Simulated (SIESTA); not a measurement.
Here is a SIESTA 5.4.2 calculation.

The input Au.fdf:

```
SystemName                      Au
SystemLabel                     Au
NumberOfSpecies                 1
NumberOfAtoms                   1
%block ChemicalSpeciesLabel
  1  79 Au
%endblock ChemicalSpeciesLabel

LatticeConstant                 1.0 Ang
%block LatticeVectors
    -1.6672400000     1.6108460000     1.6646960000
     1.6037350000    -1.6356840000     1.6260290000
     1.7364330000     1.7048780000    -1.6895340000
%endblock LatticeVectors
AtomicCoordinatesFormat         Fractional
%block AtomicCoordinatesAndAtomicSpecies
    -0.0098820000    -0.0170920000    -0.0213010000  1  Au
%endblock AtomicCoordinatesAndAtomicSpecies

%block kgrid.MonkhorstPack
   11   0   0  0.0
    0  11   0  0.0
    0   0  11  0.0
%endblock kgrid.MonkhorstPack
XC.Functional                   GGA
XC.Authors                      PBEsol
PAO.BasisSize                   DZP
PAO.EnergyShift                 0.003 Ry
Mesh.Cutoff                     800 Ry
OccupationFunction              FD
ElectronicTemperature           0.05 eV
MaxSCFIterations                120
SCF.MustConverge                false
SCF.Mixer.Method                Pulay
SCF.Mixer.Weight                0.25
SCF.Mixer.History               8
SCF.DM.Tolerance                5.0e-05
SCF.H.Tolerance                 1.0e-03 eV
WriteForces                     true
Charge.Mulliken                 end
%block PAO.Basis
  Au 5
  n=5 0 2
    2.662 0.000
  n=6 0 2
    6.968 0.000
  n=5 1 2
    3.170 0.000
  n=6 1 1
    6.968
  n=5 2 2
    5.436 0.000
%endblock PAO.Basis
```

Potentials or basis: PseudoDojo 0.4 standard (PBEsol files), DZP (energy shift 0.003 Ry; two zetas on semicore shells).

Launch:

```console
$ siesta < Au.fdf > Au.out 2>&1
```

Question: Predict the band gap on the k mesh.

Answer: None (metal or under the smearing width).

Question: Estimate the pressure.

Answer: -7.7 GPa.

Stress tensor (GPa, compression positive):
```
-7.06 -2.72  2.50
-2.72 -7.80  0.58
 2.50  0.58 -8.19
```

Caveat: short orbitals over semicore shells can move pressures by several GPa; the basis of atomic orbitals isn't converged, which shifts pressures, moduli and gaps. The run has no spin-orbit coupling, so splittings on Au are missing.
